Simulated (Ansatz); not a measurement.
# Bi: from a trial structure to a relaxed crystal

Theory: DFT PBE, scalar-relativistic, plane waves, PAW (Ansatz 0.2.0). Cutoff 420 eV, Γ-centred k mesh, Gaussian smearing, no spin polarisation in the final step.

The start is a random cell of Bi with space group I4mm (No. 107), drawn with lower limits on the distances.

```
CELL_PARAMETERS angstrom
-3.83618 3.83618 3.78610
3.83618 -3.83618 3.78610
3.83618 3.83618 -3.78610
ATOMIC_POSITIONS crystal
Bi 0.66667 0.66667 0.00000
Bi 0.00000 0.75000 0.25000
Bi 0.50000 0.75000 0.75000
Bi 0.75000 0.00000 0.25000
Bi 0.75000 0.50000 0.75000
```

Cell and atoms relax at zero pressure; the relaxation can't lower the symmetry of the start. After a coarse first stage the cell is made exact in the group found at 0.06 Å.

Energies count from the standard state of Bi at the same level.

What does it relax into?

It ends in I4/mmm (No. 139). Conventional cell: a = 8.926 Å, c = 4.232 Å. Around Bi on Wyckoff site b (1 atom of the primitive cell) lie 8 Bi at 3.36 Å; Bi on Wyckoff site i (4 atoms of the primitive cell) is coordinated by 6 Bi at 3.36–3.37 Å, 3 Bi at 3.69–3.71 Å and 2 Bi at 4.23 Å.

```
Bi
1.0
    -4.46317    4.46317    2.11606
     4.46317   -4.46317    2.11606
     4.46317    4.46317   -2.11606
Bi
5
Direct
  0.50000 0.50000 0.00000
  0.29203 0.00000 0.29203
  0.70797 0.00000 0.70797
  0.00000 0.29203 0.29203
  0.00000 0.70797 0.70797
```

What are its volume, energy, density and gap?

The volume per atom is 33.72 Å³, the density is 10.29 g/cm³ and the energy over the standard structure is 0.10 eV/atom. The gap on the 10×10×10 mesh is 0 eV (a metal).

The final run used a 10×10×10 mesh on its 5-atom cell and 0.10 eV smearing. For metals, differences of a few meV/atom aren't resolved. Spin–orbit coupling is left out. A structure relaxed within its symmetry needn't be a true minimum.